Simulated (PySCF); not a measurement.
Work out the structure from these simulated measurements.

Formula: C6H15N.

| Quantity | Value |
| --- | --- |
| 1H NMR | chemical shifts (computed TMS as zero) by class: 2.31 (6 H), 1.10 (9 H) ppm [GIAO PBE0/pcSseg-1] |
| NMR, other nuclei | isotropic shieldings of nuclei other than C and H, by class: 215 (1 N) ppm [GIAO PBE0/pcSseg-1] |
| Dipole | 0.54 D [PBE0/pcSseg-1] |
| Rotational structure | rotational constants A, B, C: 3.141, 2.305, 1.926 GHz [GFN2-xTB] |
| 13C NMR | chemical shifts (computed TMS as zero) by class: 54.2 (1 C), 40.3 (2 C), 27.7 (3 C) ppm [GIAO PBE0/pcSseg-1] |

Electronic properties: PySCF, gas phase, density fitting. Levels stand in brackets. Geometry: GFN2-xTB; no solvent, vibrations or thermal averaging. NMR classes are plain means over equivalent atoms (diastereotopic ones count apart unless rotation or inversion swaps them), as if these changed places fast.

Question: Give a SMILES that accounts for the data.

Answer: Numbering: `[CH3:1][N:2]([CH3:3])[C:4]([CH3:5])([CH3:6])[CH3:7]`. Its formula, C6H15N, gives 0 degrees of unsaturation, so no ring and no π bond. 6 carbons fall into 3 classes; from least to most shielded: sp3 carbon bound to nitrogen [C4] (54.2 ppm), N-methyl carbon [C1/C3] (40.3 ppm, 2 C), methyl carbon [C5/C6/C7] (27.7 ppm, 3 C, up to 17.6 ppm apart in this geometry). Hydrogen classes from least to most shielded: 6 H on 2 N-methyl carbons, C1/C3 (2.31 ppm, a mean of values up to 0.7 ppm apart in this geometry), 9 H on 3 methyl carbons, C5/C6/C7 (1.10 ppm, a mean of values up to 0.9 ppm apart in this geometry). The other shieldings belong to: 215 ppm, tertiary amine nitrogen [N2]. The optimised geometry has point group Cs and is an asymmetric top. Structure: `CN(C)C(C)(C)C`. Computed isomers that give other values at the same levels: `CCN(CC)CC` (13C chemical shifts (computed TMS as zero) by class: 52.5 (3 C), 16.5 (3 C) ppm); `CCCCCCN` (13C chemical shifts (computed TMS as zero) by class: 47.3 (1 C), 38.7 (1 C), 37.9 (1 C), 32.1 (1 C), 28.8 (1 C), 17.6 (1 C) ppm); `CCCCN(C)C` (13C chemical shifts (computed TMS as zero) by class: 63.9 (1 C), 47.5 (2 C), 36.7 (1 C), 25.7 (1 C), 17.4 (1 C) ppm). The assignments are read from this structure; whether some other isomer fits the data as well wasn't checked.

The values belong to the conformer `[CH3:1][N:2]([CH3:3])[C:4]([CH3:5])([CH3:6])[CH3:7]`: C1–N2–C4–C5 -65°.
